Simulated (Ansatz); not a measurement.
# SnSe in Ansatz: notebook

One slab, SnSe, is run at these levels: r2SCAN0 form with a typed share of exact exchange, r2SCAN0; tasks: single point.

Program: Ansatz 0.2.0. These are calculated values, not measurements. Logs are shortened: lines on timing, memory, paths and dates and some standing lists are left out, and cuts for length are marked.

**1. Starting point**

The cell holds a slab with vacuum, 4 atoms: a = 4.285 Å, b = 4.285 Å, c = 10.991 Å, α = 90.00°, β = 90.00°, γ = 90.00°.

**2. Single point, r2SCAN0 form with a typed share of exact exchange**

Input file input.yaml:

```yaml
crystal:
  lattice:
    - [4.2853274191, 0.0, 0.0]
    - [0.0, 4.2853274191, 0.0]
    - [0.0, 0.0, 10.99069213]
  atoms:
    - { symbol: Sn, position: [0.0, 0.5, 0.62777089] }
    - { symbol: Sn, position: [0.5, 0.0, 0.37222911] }
    - { symbol: Se, position: [0.0, 0.5, 0.38396051] }
    - { symbol: Se, position: [0.5, 0.0, 0.61603949] }
hamiltonian:
  xc: r2scan
  pseudopotentials: { kind: paw }
kpoints:
  mp_grid: { grid: [4, 4, 2] }
scf:
  occupations: { method: fermi_dirac, width: 0.05 }
output:
  forces: true
  stress: true
  eigenvalues: true
```

Potentials or basis: Ansatz PAW.

Launch:

```sh
> ansatz run input.yaml --threads 2 --pin off --max-ram 5632MiB --backend cpu --events-out ev --progress --plain --runs-dir out
```

Output:

```text
Warning: RAYON_NUM_THREADS=2 ignored (pool sized by the plan → 2); use --threads N
Engine: ansatz 0.2.0, aarch64-unknown-linux-gnu
Pseudopotentials: kind: paw
Pseudopotential: Sn, paw, valence charge 14, recommended cutoff 500 eV (meta_gga), Sn.paw.azcp
Pseudopotential: Se, paw, valence charge 16, recommended cutoff 500 eV (meta_gga), Se.paw.azcp
Functional definition: r2SCAN
  parameter k0 = 0.174
  parameter k1 = 0.065
  parameter a1 = 4.9479
  exchange = r2scan_x(k0 = k0, k1 = k1, a1 = a1)
  correlation = r2scan_c
Crystal: 4 atoms, lattice volume = 201.833 Å³
Basis set: ecut = 500 eV, 5113 PW (Γ), exchange–correlation on 128×128×324 points (64 copies of the dense FFT grid, shifted against one another)
Bands: 36, of which v1, the nominal top of the filled ones, is band 30 counted from 1 (29 counted from 0)
Symmetry: 16 space group operations
Space group: P4/nmm (ITA 129), of the structure as read, at distance tolerance 5.9e-5 Å
k-points: 12 of 32
Non-local potential: Sn, projectors of the file, l = 0: 2, l = 1: 2, l = 2: 2, l = 3: 2
Non-local potential: Se, projectors of the file, l = 0: 2, l = 1: 2, l = 2: 3, l = 3: 1
PAW form: soft (Blöchl's): semilocal exchange-correlation on the pseudo side does not see the compensation charge
PAW frozen core: Sn, regenerated for the run's functional (the file was generated under x = pbe(κ = 0.804, μ = 0.2195149727645171), c = pbe(β = 0.06672455060314922))
PAW frozen core: Se, regenerated for the run's functional (the file was generated under x = pbe(κ = 0.804, μ = 0.2195149727645171), c = pbe(β = 0.06672455060314922))
PAW one-centre angular grid: Sn, 590 points (default); XC on 249 of its mesh's 2787 points in the sphere
PAW one-centre angular grid: Se, 590 points (default); XC on 160 Gauss nodes
Initial density: superposition of atomic densities (neutral atoms: chi_scale 0, normalization atom), corrected by the library's trained network
Initial wavefunctions: pseudopotential atomic-orbital guess
Functional: x = r2scan, c = r2scan; τ floored in thin density (d = 2e-4 eV/Å³)
SCF iter   1: F=—  HF=-23035.011782 eV  |F-HF|=—  |Δ(HF+E_count)|=         —  Δρ=3.63e-3  dr2=3.33e-2  dr2_τ=7.25e-3  ethr=1.77e-3  ⟨swp⟩=7.1  Hψ=1790  notcnv=0
preconditioner: auto → Resta (q_TF=auto, 2.229 Å⁻¹)  ε∞=1.9  [insulator: Δε(μ)=1.925 eV  Ē_g=17.222 eV  σ=0.050 eV  W_gap=1.00  n_scr=38 (ndim 8)  ℏωp=16.5 eV  f_vac=0.434  D(μ)=0.00/eV (n_scr^D=0)  ε∞_Penn≈1.9  vacuum switching on, ρ_ref=2.2e-2 e/Å³]
SCF iter   2: F=—  HF=-23035.027299 eV  |F-HF|=—  |Δ(HF+E_count)|=   1.55e-2  Δρ=1.58e-3  dr2=4.73e-3  dr2_τ=2.46e-4  ethr=5.55e-5  ⟨swp⟩=2.8  Hψ=946  notcnv=0  defer=14
SCF iter   3: F=—  HF=-23035.029541 eV  |F-HF|=—  |Δ(HF+E_count)|=   2.24e-3  Δρ=6.30e-4  dr2=6.97e-4  dr2_τ=1.73e-5  ethr=7.88e-6  ⟨swp⟩=2.9  Hψ=797  notcnv=0  defer=14
SCF iter   4: F=—  HF=-23035.030167 eV  |F-HF|=—  |Δ(HF+E_count)|=   6.26e-4  Δρ=1.15e-4  dr2=3.54e-5  dr2_τ=1.11e-6  ethr=1.16e-6  ⟨swp⟩=2.0  Hψ=558  notcnv=0  defer=14
SCF iter   5: F=—  HF=-23035.030253 eV  |F-HF|=—  |Δ(HF+E_count)|=   8.59e-5  Δρ=3.91e-5  dr2=6.26e-6  dr2_τ=1.84e-7  ethr=5.89e-8  ⟨swp⟩=2.0  Hψ=657  notcnv=0  defer=14
SCF iter   6: F=—  HF=-23035.030254 eV  |F-HF|=—  |Δ(HF+E_count)|=   1.66e-6  Δρ=1.43e-5  dr2=3.32e-7  dr2_τ=1.30e-8  ethr=1.04e-8  ⟨swp⟩=2.0  Hψ=611  notcnv=0  defer=14
SCF iter   7: F=-23035.030256 eV  HF=-23035.030256 eV  |F-HF|=1.70e-8  |Δ(HF+E_count)|=   1.37e-6  Δρ=3.44e-6  dr2=3.50e-8  dr2_τ=6.17e-10  ethr=1.67e-10  ⟨swp⟩=10.5  Hψ=1891  notcnv=0
SCF 1 converged in 7 iterations: F = -23035.030256 eV  dr2 = 3.50e-8
SCF converged after 7 iterations
Free energy (F): -23035.030256 eV
Harris-Foulkes:  -23035.030256 eV  (|F-HF|=1.70e-8)
Internal energy: -23035.030256 eV  (E = F + TS)
E sigma→0 (E₀):  -23035.030256 eV
Fermi energy:    3.192384 eV
--- Per-component energies (eV) ---
  E_band       = -1357.242681
  E_kinetic    = 606.531956
  E_local      = -16439.470637  (includes V_loc(G=0)·N_el)
  E_nonlocal   = -1257.389648
  E_hartree    = 8216.607358
  E_xc         = -947.144850
  E_vxc        = -421.449797  (∫ρ·V_xc dr)
  E_paw        = -12161.487491  (= ΣΔE_a)
  E_vpaw       = -302.625754  (= ΣTr[D̂ρ^β])
  E_aug_tail   = -0.000418  (compensation charges beyond the density's cutoff)
  E_vtau       = 23.956859  (kinetic-family band-sum trace: ∫τ·v_τ [+ j·A + Jᵃ·Aᵃ] dr)
  E_ewald      = -1050.617625
  E_core_change = -2.058901  (= ΣΔE_core)
  E_smearing   = -0.000000  (= −TS)
  E_closure    = -0.000000  (closes the sum)
  Σ components = -23035.030256   (vs F -23035.030256, Δ=0.00e0)
--- Forces (eV/Å), atoms counted from 1 ---
  atom   1  Sn     0.00000000     0.00000000    -0.03466256
  atom   2  Sn     0.00000000     0.00000000     0.03466256
  atom   3  Se     0.00000000     0.00000000     0.08479656
  atom   4  Se     0.00000000     0.00000000    -0.08479656
  max |Σ_I F_I| component: 1.39e-17 eV/Å
--- Stress (GPa, compression-positive) ---
       -0.052107       0.000000       0.000000
        0.000000      -0.052107       0.000000
        0.000000       0.000000      -0.251065
  P = ⅓ Tr σ = -0.1184 GPa (-1.184 kbar)
--- Band table (eV; the first three rows and the last of 12) ---
  k-point 0: bands = ["-45.5451", "-45.5449", "-45.5419", "-45.5418", "-45.5408", "-45.5407", "-45.5373", "-45.5373", "-45.5370", "-45.5370", "-19.4998", "-19.4945", "-19.4898", "-19.4828", "-19.4700", "-19.4383", "-19.4382", "-19.4382", "-19.4242", "-19.4242", "-11.5192", "-10.2826", "-3.9758", "-2.5709", "-1.1782", "-0.8336", "-0.8336", "0.5203", "0.5203", "2.0297", "4.2578", "6.5258", "6.5724", "7.1168", "7.1168", "8.1578"]
  k-point 1: bands = ["-45.5451", "-45.5449", "-45.5419", "-45.5418", "-45.5408", "-45.5407", "-45.5373", "-45.5373", "-45.5370", "-45.5370", "-19.4998", "-19.4945", "-19.4898", "-19.4828", "-19.4700", "-19.4383", "-19.4382", "-19.4382", "-19.4242", "-19.4242", "-11.5192", "-10.2826", "-3.9762", "-2.5709", "-1.1738", "-0.8336", "-0.8336", "0.5203", "0.5203", "2.0299", "4.1185", "6.5730", "7.1159", "7.1159", "7.4754", "7.7225"]
  k-point 2: bands = ["-45.5451", "-45.5449", "-45.5419", "-45.5418", "-45.5408", "-45.5407", "-45.5373", "-45.5373", "-45.5371", "-45.5371", "-19.4948", "-19.4931", "-19.4909", "-19.4884", "-19.4619", "-19.4397", "-19.4375", "-19.4354", "-19.4275", "-19.4257", "-11.2342", "-10.2875", "-4.7161", "-3.6908", "-0.9674", "-0.3565", "-0.0800", "0.8196", "1.7250", "1.7851", "4.6094", "4.8922", "5.3824", "6.3942", "6.6151", "6.9447"]
  k-point 11: bands = ["-45.5450", "-45.5450", "-45.5417", "-45.5417", "-45.5407", "-45.5407", "-45.5374", "-45.5374", "-45.5370", "-45.5370", "-19.5131", "-19.5131", "-19.4781", "-19.4781", "-19.4435", "-19.4435", "-19.4384", "-19.4384", "-19.4248", "-19.4248", "-10.3048", "-10.3048", "-3.7016", "-3.7016", "-2.5818", "-2.5818", "-0.9853", "-0.9853", "0.5599", "0.5599", "6.3284", "6.3284", "7.5812", "7.5812", "7.6696", "7.6696"]
```

Run time: 6.6 s. Hardware: 2 threads of Arm Neoverse V1, shared host; peak memory 0.8 GiB.

Results:

```yaml
Free_energy: -23035.0303 eV
Largest_force: 0.085 eV/Å
Band_gap_on_the_k_mesh: 1.92 eV, indirect (least direct gap 1.98 eV)
```

Forces on the atoms (eV/Å):
```
Sn   0.000  0.000 -0.035
Sn   0.000  0.000  0.035
Se   0.000  0.000  0.085
Se   0.000  0.000 -0.085
```

Levels at points of the mesh, in eV from the valence-band top:
| k point | band 27 | band 28 | band 29 | band 30 | band 31 | band 32 | band 33 | band 34 |
| --- | --- | --- | --- | --- | --- | --- | --- | --- |
| (0.00, 0.00, 0.00) | -3.04 | -1.68 | -1.68 | -0.17 | 2.06 | 4.32 | 4.37 | 4.91 |
| (0.00, 0.00, -0.50) | -3.04 | -1.68 | -1.68 | -0.17 | 1.92 | 4.37 | 4.91 | 4.91 |
| (0.00, -0.50, 0.00) | -1.50 | -1.50 | 0.00 | 0.00 | 1.98 | 1.98 | 2.46 | 2.46 |
| (0.00, -0.50, -0.50) | -1.50 | -1.50 | 0.00 | 0.00 | 1.98 | 1.98 | 2.46 | 2.46 |
| (-0.50, -0.50, 0.00) | -3.19 | -3.19 | -1.64 | -1.64 | 4.16 | 4.16 | 5.32 | 5.32 |
| (-0.50, -0.50, -0.50) | -3.19 | -3.19 | -1.64 | -1.64 | 4.13 | 4.13 | 5.38 | 5.38 |

Caveat: spin-orbit coupling is left out, which moves the levels of the heavy elements; the PAW data sets come from PBE, with cores solved anew for the run's functional, which leaves a small shift of forces and pressure.

**3. Single point, r2SCAN0 form with a typed share of exact exchange**

Changes to input.yaml since step 2:

```diff
@@ -11,3 +11,3 @@
 hamiltonian:
-  xc: r2scan
+  xc: { exchange: r2scan, correlation: r2scan, exx: { coeff: 0.1 } }
   pseudopotentials: { kind: paw }
```

Potentials or basis: Ansatz PAW.

Launch:

```sh
> ansatz run input.yaml --threads 2 --pin off --max-ram 5632MiB --backend cpu --events-out ev --progress --plain --runs-dir out
```

Wall time 87 s (2 threads of Arm Neoverse V1, shared host); peak memory 4.3 GiB.

The run converged. Its results:

```
Free energy            : -23034.2910 eV
Largest force          : 0.156 eV/Å
Band gap on the k mesh : 2.32 eV, indirect (least direct gap 2.35 eV)
```

Forces in eV/Å, atoms in the order of the input:
```
Sn   0.000  0.000 -0.086
Sn   0.000  0.000  0.086
Se   0.000  0.000  0.156
Se   0.000  0.000 -0.156
```

Stress tensor (GPa, compression positive):
```
-0.15  0.00  0.00
 0.00 -0.15  0.00
 0.00  0.00 -0.51
```

Levels at points of the mesh, in eV from the valence-band top:
```tsv
k point	band 27	band 28	band 29	band 30	band 31	band 32	band 33	band 34
(0.00, 0.00, 0.00)	-3.22	-1.81	-1.81	-0.24	2.48	4.66	4.77	5.44
(0.00, 0.00, -0.50)	-3.22	-1.81	-1.81	-0.24	2.32	4.77	5.44	5.44
(0.00, -0.50, 0.00)	-1.61	-1.61	0.00	0.00	2.35	2.35	2.87	2.87
(0.00, -0.50, -0.50)	-1.61	-1.61	0.00	0.00	2.35	2.35	2.87	2.87
(-0.50, -0.50, 0.00)	-3.38	-3.38	-1.77	-1.77	4.65	4.65	5.73	5.73
(-0.50, -0.50, -0.50)	-3.38	-3.38	-1.77	-1.77	4.61	4.61	5.79	5.79
```

Caveat: spin-orbit coupling is left out, which moves the levels of the heavy elements; the PAW data sets come from PBE, with cores solved anew for the run's functional, which leaves a small shift of forces and pressure; the thresholds are loose for stress.

**4. Single point, r2SCAN0 form with a typed share of exact exchange**

Changes to input.yaml since step 3:

```diff
@@ -11,3 +11,3 @@
 hamiltonian:
-  xc: { exchange: r2scan, correlation: r2scan, exx: { coeff: 0.1 } }
+  xc: { exchange: r2scan, correlation: r2scan, exx: { coeff: 0.15 } }
   pseudopotentials: { kind: paw }
@@ -21 +21,5 @@
   eigenvalues: true
+  write_density: true
+  write_potential: true
+  elf: true
+  volumetric_format: npy
```

Launch:

```sh
> ansatz run input.yaml --threads 2 --pin off --max-ram 5632MiB --backend cpu --events-out ev --progress --plain --runs-dir out
```

Run time: 92 s. Hardware: 2 threads of Arm Neoverse V1, shared host; peak memory 4.4 GiB.

The run converged. Its results:

```
Free energy            : -23033.9323 eV
Largest force          : 0.192 eV/Å
Band gap on the k mesh : 2.53 eV, indirect (least direct gap 2.54 eV)
```

Forces on the atoms (eV/Å):
```
Sn   0.000  0.000 -0.110
Sn   0.000  0.000  0.110
Se   0.000  0.000  0.192
Se   0.000  0.000 -0.192
```

Stress tensor (GPa, compression positive):
```
-0.20  0.00  0.00
 0.00 -0.20  0.00
 0.00  0.00 -0.64
```

Levels at points of the mesh, in eV from the valence-band top:
```
              k point  band 26  band 27  band 28  band 29  band 30  band 31  band 32  band 33  band 34  band 35
   (0.00, 0.00, 0.00)    -3.31    -3.31    -1.87    -1.87    -0.27     2.70     4.83     4.97     5.71     5.71
  (0.00, 0.00, -0.50)    -3.31    -3.31    -1.87    -1.87    -0.27     2.53     4.98     5.71     5.71     5.98
  (0.00, -0.50, 0.00)    -2.50    -1.66    -1.66     0.00     0.00     2.54     2.54     3.09     3.09     4.36
 (0.00, -0.50, -0.50)    -2.49    -1.66    -1.66     0.00     0.00     2.54     2.54     3.09     3.09     4.27
 (-0.50, -0.50, 0.00)    -5.19    -3.47    -3.47    -1.83    -1.83     4.90     4.90     5.93     5.93     6.29
(-0.50, -0.50, -0.50)    -5.19    -3.47    -3.47    -1.83    -1.83     4.86     4.86     6.01     6.01     6.25
```

Caveat: spin-orbit coupling is left out, which moves the levels of the heavy elements; the PAW data sets come from PBE, with cores solved anew for the run's functional, which leaves a small shift of forces and pressure; the thresholds are loose for stress.

**5. Single point, r2SCAN0**

Changes to input.yaml since step 4:

```diff
@@ -11,3 +11,3 @@
 hamiltonian:
-  xc: { exchange: r2scan, correlation: r2scan, exx: { coeff: 0.15 } }
+  xc: { exchange: r2scan, correlation: r2scan, exx: { coeff: 0.25 } }
   pseudopotentials: { kind: paw }
@@ -21,5 +21 @@
   eigenvalues: true
-  write_density: true
-  write_potential: true
-  elf: true
-  volumetric_format: npy
```

Launch:

```sh
> ansatz run input.yaml --threads 2 --pin off --max-ram 5632MiB --backend cpu --events-out ev --progress --plain --runs-dir out
```

Wall time 1.8 min (2 threads of Arm Neoverse V1, shared host); peak memory 4.3 GiB.

It converged, with:

```
Free energy            : -23033.2363 eV
Largest force          : 0.263 eV/Å
Band gap on the k mesh : 2.93 eV, direct
```

Forces on the atoms (eV/Å):
```
Sn   0.000  0.000 -0.159
Sn   0.000  0.000  0.159
Se   0.000  0.000  0.263
Se   0.000  0.000 -0.263
```

Stress tensor (GPa, compression positive):
```
-0.28  0.00  0.00
 0.00 -0.28  0.00
 0.00  0.00 -0.89
```

Levels at points of the mesh, in eV from the valence-band top:
| k point | band 28 | band 29 | band 30 | band 31 | band 32 | band 33 |
| --- | --- | --- | --- | --- | --- | --- |
| (0.00, 0.00, 0.00) | -1.99 | -1.99 | -0.34 | 3.13 | 5.17 | 5.39 |
| (0.00, 0.00, -0.50) | -1.99 | -1.99 | -0.34 | 2.95 | 5.39 | 6.25 |
| (0.00, -0.50, 0.00) | -1.77 | 0.00 | 0.00 | 2.93 | 2.93 | 3.52 |
| (0.00, -0.50, -0.50) | -1.77 | 0.00 | 0.00 | 2.94 | 2.94 | 3.52 |
| (-0.50, -0.50, 0.00) | -3.66 | -1.95 | -1.95 | 5.40 | 5.40 | 6.35 |
| (-0.50, -0.50, -0.50) | -3.66 | -1.95 | -1.95 | 5.35 | 5.35 | 6.43 |

Caveat: spin-orbit coupling is left out, which moves the levels of the heavy elements; the PAW data sets come from PBE, with cores solved anew for the run's functional, which leaves a small shift of forces and pressure; the thresholds are loose for stress.

**6. The runs side by side**

| level | share of exact exchange | gap on the mesh (eV) | largest force (eV/Å) |
| --- | --- | --- | --- |
| r2SCAN0 form with a typed share of exact exchange | 0 | 1.92 | 0.08 |
| r2SCAN0 form with a typed share of exact exchange | 0.1 | 2.32 | 0.16 |
| r2SCAN0 form with a typed share of exact exchange | 0.15 | 2.53 | 0.19 |
| r2SCAN0 | 0.25 | 2.93 | 0.26 |

Alike in all rows: task single point; potentials or basis Ansatz PAW; no spin polarisation; cell as given; k mesh 4 × 4 × 2; cutoff (eV) 500; smearing fermi-dirac 0.05 eV.

On the cell as given the gap runs from 1.92 eV (r2SCAN0 form with a typed share of exact exchange) to 2.93 eV (r2SCAN0).

Caveats: spin-orbit coupling is left out, which moves the levels of the heavy elements; the PAW data sets come from PBE, with cores solved anew for the run's functional, which leaves a small shift of forces and pressure; the thresholds are loose for stress (some runs).

Absolute energies hang on the potentials; compare differences alone.
